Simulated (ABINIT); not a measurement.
Input of an ABINIT 10.8.3 (patched build) run:

Contents of run.abi:

```
ndtset 2

pp_dirpath "./"
pseudos "Zn.LDA_PW-JTH.xml, S.LDA_PW-JTH.xml"

acell 7.2210310021 7.2210310021 7.2210310021
rprim
     0.0000000000     0.7071067812     0.7071067812
     0.7071067812     0.0000000000     0.7071067812
     0.7071067812     0.7071067812     0.0000000000
ntypat 2
znucl 30 16
natom 2
typat 1 2
xcart
     7.6590599831     7.6590599831     7.6590599831
     0.0000000000     0.0000000000     0.0000000000

ecut 26.0
pawecutdg 48.0

ixc -208012
usekden 1
pawxcdev 0

occopt 3
tsmear 0.00183747

nstep 100
diemix 0.3
optforces 0
optstress 0

iomode 3
prtwf 0
prteig 0
prtebands 0
enunit 1
prtden1 1
prtkden1 1

kptopt1 1
ngkpt1 9 9 9
nshiftk1 1
shiftk1 0.0 0.0 0.0
nband1 13
tolvrs1 1.0e-7

iscf2 -2
getden2 1
getkden2 1
nband2 19
nbdbuf2 4
tolwfr2 1.0e-11
kptopt2 -9
ndivsm2 6
prteig2 1
prtvol2 -3
kptbounds2
     0.0000000000     0.0000000000     0.0000000000
     0.5000000000     0.0000000000     0.5000000000
     0.5000000000     0.2500000000     0.7500000000
     0.3750000000     0.3750000000     0.7500000000
     0.0000000000     0.0000000000     0.0000000000
     0.5000000000     0.5000000000     0.5000000000
     0.6250000000     0.2500000000     0.6250000000
     0.5000000000     0.2500000000     0.7500000000
     0.5000000000     0.5000000000     0.5000000000
     0.3750000000     0.3750000000     0.7500000000
```

Potentials or basis: JTH PAW LDA v2.0.

Command:

```sh
$ abinit run.abi > log 2>&1
```

**Question.** Estimate the band gap along the path.

**Answer.** 3.60 eV, direct.

**Question.** Estimate the band gap on the k mesh.

**Answer.** 3.60 eV, direct.

Levels at the corners of the path, in eV from the valence-band top:
```
point  band 5  band 6  band 7  band 8  band 9  band 10  band 11  band 12  band 13  band 14
    Γ   -5.38   -5.38    0.00    0.00    0.00     3.60     7.15     7.15     7.15    11.66
    X   -5.30   -5.18   -4.09   -2.06   -2.06     4.38     5.00    12.18    13.06    13.06
    W   -5.44   -5.03   -4.13   -2.49   -2.47     6.46     6.97     8.81     8.84    13.84
    K   -5.34   -5.08   -4.16   -2.82   -1.67     5.08     6.82    10.10    10.43    12.00
    Γ   -5.38   -5.38    0.00    0.00    0.00     3.60     7.15     7.15     7.15    11.66
    L   -5.36   -5.21   -4.85   -0.80   -0.80     4.50     7.58     7.58    10.13    13.31
    U   -5.34   -5.08   -4.16   -2.82   -1.67     5.08     6.82    10.10    10.43    12.00
    W   -5.44   -5.03   -4.13   -2.49   -2.47     6.46     6.97     8.81     8.84    13.84
    L   -5.36   -5.21   -4.85   -0.80   -0.80     4.50     7.58     7.58    10.13    13.31
    K   -5.34   -5.08   -4.16   -2.82   -1.67     5.08     6.82    10.10    10.43    12.00
```

Caveat: the constant c of TB-mBJ comes from the pseudo density here, which moves gaps by up to 0.3 eV between sets of potentials.

**What was measured.**

“Electronic, vibrational, and thermodynamic properties of ZnS (zincblende and rocksalt structure)”, 2009, arxiv:0911.5022 quotes, for a bulk crystal of ZnS at 19 K: band gap 3.85 eV (direct).

Against the measured gap of ZnS, 3.85 eV (direct; 19 K; quoted in “Electronic, vibrational, and thermodynamic properties of ZnS (zincblende and rocksalt structure)”, 2009, arxiv:0911.5022), the calculated 3.60 eV is off by -0.25 eV. The value is that of TB-mBJ, without temperature or zero-point motion.
